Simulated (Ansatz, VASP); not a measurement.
WC in VASP and in Ansatz

```xyz
2
Lattice="2.8984 0.0000 0.0000 -1.4492 2.5101 0.0000 0.0000 0.0000 2.8276" Properties=species:S:1:pos:R:3 pbc="T T T"
W     0.0000    0.0000    0.0000
C     1.4492    0.8367    1.4138
```

Alike in both runs: task single point; functional PBEsol; k mesh 12 × 12 × 12; occupations gaussian, width 0.15 eV; no spin polarisation.

|  | VASP | Ansatz |
| --- | --- | --- |
| version | VASP 6.6.1 | Ansatz 0.2.0 |
| potentials or method | VASP PAW PBE potentials, release 64 (W_sv, C) | scalar-relativistic, plane waves, PAW |
| plane-wave cutoff (eV) | 520 | 420 |
| valence electrons in the cell | 18 | 18 |

|  | VASP | Ansatz | Ansatz less VASP |
| --- | --- | --- | --- |
| gap on the k mesh at the Fermi level (eV) | none | none | - |
| pressure (GPa) | 1.4 | 0.1 | -1.27 |
| largest component of the traceless stress (GPa) | 0.15 | 0.08 | -0.065 |

A gap of «none» marks a metal or a gap that the smearing closes. The functional is the same, so the differences come from potentials, cutoffs and numerics.

Caveats: the PAW data sets were made with another functional, which shifts forces and pressure a little (VASP). The runs have no spin-orbit coupling, so splittings on W are missing.
